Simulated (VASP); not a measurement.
Runs of VASP 6.6.1 on SiGe. It takes space group R-3m (No. 166, trigonal). Conventional cell: a = 3.922 Å, b = 3.922 Å, c = 19.211 Å, α = 90.00°, β = 90.00°, γ = 120.00°. Around Ge (site symmetry 3m) lie 1 Si at 2.40 Å and 3 Ge at 2.42 Å. Si (site symmetry 3m) is surrounded by 3 Si at 2.38 Å and 1 Ge at 2.40 Å. The cell comes from a database or a generator and needn't be the stable form of this composition.

```csv
level,potentials or basis,k mesh,cutoff (eV),smearing,gap on the mesh (eV),pressure (GPa),largest force (eV/Å)
PBEsol,"VASP PAW PBE potentials, release 64 (Ge_d, Si)",12 × 12 × 12,520,gaussian 0.5 eV,0.34,0.0,0.03
r2SCAN,"VASP PAW PBE potentials, release 64 (Ge_d, Si)",12 × 12 × 12,520,gaussian 0.02 eV,0.62,(a),0.01
PBEsol,"VASP PAW PBE potentials, release 64 (Ge_d, Si)",12 × 12 × 12,700,gaussian 0.02 eV,0.33,0.1,-
PBEsol,"VASP PAW PBE potentials, release 64 (Ge_h, Si)",12 × 12 × 12,900,gaussian 0.02 eV,0.33,0.1,0.01
PBEsol,"VASP PAW PBE potentials, release 64 (Ge_d, Si)",18 × 18 × 16,520,gaussian 0.02 eV,0.34,0.1,-
```

Alike in all rows: task single point; no spin polarisation; cell as given.

Task: Fill in the values left out.

Result: (a) 0.2.

Caveats: the PAW data sets were made with another functional, which shifts forces and pressure a little.

A k mesh can miss the band edges, and the runs leave out spin-orbit coupling on Ge.

Not every run made on this cell is shown here.
